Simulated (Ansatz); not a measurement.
# Strain and the gap of CdS (zincblende)

Zincblende CdS, relaxed with r2SCAN in Ansatz 0.2.0. The symmetry is F-43m (No. 216, cubic); conventional cell a = 5.878 Å, 25.39 Å³ an atom. Cd is surrounded by 4 S at 2.55 Å; S is surrounded by 4 Cd at 2.55 Å.

The axes x, y and z are those of this cell:
```
CELL_PARAMETERS angstrom
0.00000 2.93921 2.93921
2.93921 0.00000 2.93921
2.93921 2.93921 0.00000
ATOMIC_POSITIONS crystal
Cd 0.00000 0.00000 0.00000
S 0.25000 0.25000 0.25000
```

Unstrained: The PBE gap is direct at Γ: 1.095 eV. r2SCAN gives a direct gap of 1.543 eV at Γ. The HSE06 gap is direct at Γ: 2.106 eV. Meshes: PBE 8×8×8, r2SCAN 8×8×8, HSE06 6×6×6. Strains are changes of length per length, and xy shears are angles. After each strain the atoms were relaxed again with r2SCAN within the symmetry that the strain leaves, so tilts or polar shifts that break it weren't tested; points keep the names that they have in the unstrained zone. (Simulation; spin polarisation is off.)

Changes of the least gap in eV (an overlap counts as a negative gap):

| strain | volume change (%) | space group | PBE | r2SCAN | HSE06 | G0W0@PBE (mesh) | energy rise, r2SCAN (meV/atom) |
| --- | --- | --- | --- | --- | --- | --- | --- |
| uniaxial +5.0 % along x | +5.0 | I-4m2 | -0.163 | -0.171 | -0.182 | -0.22 | 14.1 |
| uniaxial +4.0 % along [111] | +4.0 | R3m | -0.152 | -0.162 | -0.170 | -0.20 | 11.9 |
| epitaxial -1.0 % in the plane normal to [111], free normal strain +0.91 % | -1.1 | R3m | -0.005 | -0.006 | -0.003 | 0.00 | 1.5 |
| epitaxial -1.0 % in the xy plane, free normal strain +1.44 % | -0.6 | I-4m2 | -0.014 | -0.014 | -0.012 | -0.01 | 0.7 |
| xy shear, engineering strain (angle) -2.5 % | 0.0 | Imm2 | -0.052 | -0.055 | -0.054 | -0.06 | 1.3 |

Unstrained, G0W0@PBE with 211 empty bands, a screening cutoff of 150 eV and a 4×4×4 mesh gives 1.76 eV on its mesh; the band count follows the volume. G0W0 values are finite-basis, finite-mesh values.

Uniaxial +5.0 % along x, other directions held. HSE06: the gap goes from 2.106 to 1.924 eV (-0.182 eV); with r2SCAN the top three valence levels at Γ, degenerate before, become 2+1 from the top over 155 meV. Stress change with r2SCAN, compression positive: xx -3.47, yy -2.32, zz -2.32 GPa.

Uniaxial +4.0 % along [111], other directions held. HSE06: the gap goes from 2.106 to 1.936 eV (-0.170 eV); with r2SCAN the top three valence levels at Γ, degenerate before, become 2+1 from the top over 160 meV. Stress change with r2SCAN, compression positive: xx -2.21, yy -2.21, zz -2.21, xy -0.74, xz -0.74, yz -0.74 GPa.

Epitaxial -1.0 % in the plane normal to [111], free normal strain +0.91 %. HSE06: the gap goes from 2.106 to 2.103 eV (-0.003 eV); with r2SCAN the top three valence levels at Γ, degenerate before, become 2+1 from the top over 79 meV. Stress change with r2SCAN, compression positive: xx +0.67, yy +0.67, zz +0.67, xy -0.33, xz -0.33, yz -0.33 GPa.

Epitaxial -1.0 % in the xy plane, free normal strain +1.44 %. HSE06: the gap goes from 2.106 to 2.094 eV (-0.012 eV); with r2SCAN the top three valence levels at Γ, degenerate before, become 2+1 from the top over 78 meV. Stress change with r2SCAN, compression positive: xx +0.49, yy +0.49, zz +0.02 GPa.

Xy shear, engineering strain (angle) -2.5 %. HSE06: the gap goes from 2.106 to 2.052 eV (-0.054 eV); with r2SCAN the top three valence levels at Γ, degenerate before, become 1+1+1 from the top over 96 meV. Stress change with r2SCAN, compression positive: xx -0.01, yy -0.01, zz -0.01, xy +0.65 GPa.

Spin-orbit coupling is left out.

The meshes of the hybrids are coarse, so their gaps aren't converged to the digits shown.

The splittings at Γ are without spin-orbit coupling, which regroups them where it is of like size or larger.

With a shallow d shell on the cation, G0W0 converges slowly in bands and cutoff, so these values are in doubt.
